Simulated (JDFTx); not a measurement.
**Cr in JDFTx: convergence with cutoff**

Input of the first run (cutoff 517.016 eV); the others differ in this setting and in those tied to it:

Cr.in

```
lattice \
   -2.7979738535     2.9273199376     2.7720827159 \
    2.7829354130    -2.8278258571     2.8019347195 \
    2.6886116233     2.8628462617    -2.7335001776
coords-type Cartesian
ion Cr    -0.0971902487    -0.0330711329     0.0671182218 1

ion-species pseudo/Cr.upf
elec-cutoff 19
elec-ex-corr gga-x-rpbe gga-c-pbe
kpoint-folding 6 6 6
elec-smearing Fermi 0.0018374661
elec-n-bands 14
spintype z-spin
initial-magnetic-moments Cr 3
elec-initial-magnetization 3 no
electronic-SCF nIterations 100 energyDiffThreshold 1e-09
electronic-minimize nIterations 30 energyDiffThreshold 1e-7
converge-empty-states yes
forces-output-coords Cartesian

dump-name run.$VAR
dump End Ecomponents EigStats BandEigs Kpoints Forces Stress
```

Potentials or basis: PseudoDojo-SR-PBE-0.5-standard with smoothed tails.

Run with:

```bash
$ jdftx -c 1 -i Cr.in -o Cr.out
```

The cell isn't the ideal one: cell strained at random at fixed volume.

Hardware: 1 thread of Arm Neoverse V1 (shared host).

| cutoff | energy less the tightest run, at zero smearing (meV/atom) | pressure (GPa) | SCF cycles | CPU time (s) | peak memory (GiB) |
| --- | --- | --- | --- | --- | --- |
| 517.016 eV | 14899.37 | -542.93 | 9 | 25 | 0.07 |
| 653.073 eV | 4594.92 | -257.69 | 9 | 66 | 0.09 |
| 761.919 eV | 1518.97 | -127.76 | 9 | 69 | 0.1 |
| 897.976 eV | 291.15 | -50.23 | 9 | 110 | 0.12 |
| 1034.03 eV | 35.19 | -25.97 | 9 | 120 | 0.14 |
| 1142.88 eV | 5.08 | -21.67 | 9 | 120 | 0.16 |
| 1278.93 eV | 0.48 | -20.78 | 9 | 120 | 0.19 |
| 1469.41 eV | -0.21 | -20.77 | 9 | 140 | 0.22 |
| 1714.32 eV | 0.00 | -20.75 | 9 | 240 | 0.27 |

Against the tightest run, the energy stays within 1 meV/atom from 1278.93 eV on; the pressure stays within 0.1 GPa from 1278.93 eV on. The tightest run that finished is the yardstick and may itself not be fully converged.

Caveat, for the tightest run too: the k mesh is coarse (spacing up to 0.51 Å⁻¹), so the values aren't converged; the starting moments collapsed, and a magnetic state may lie lower; the potentials were made for another functional, which shifts forces and pressure.
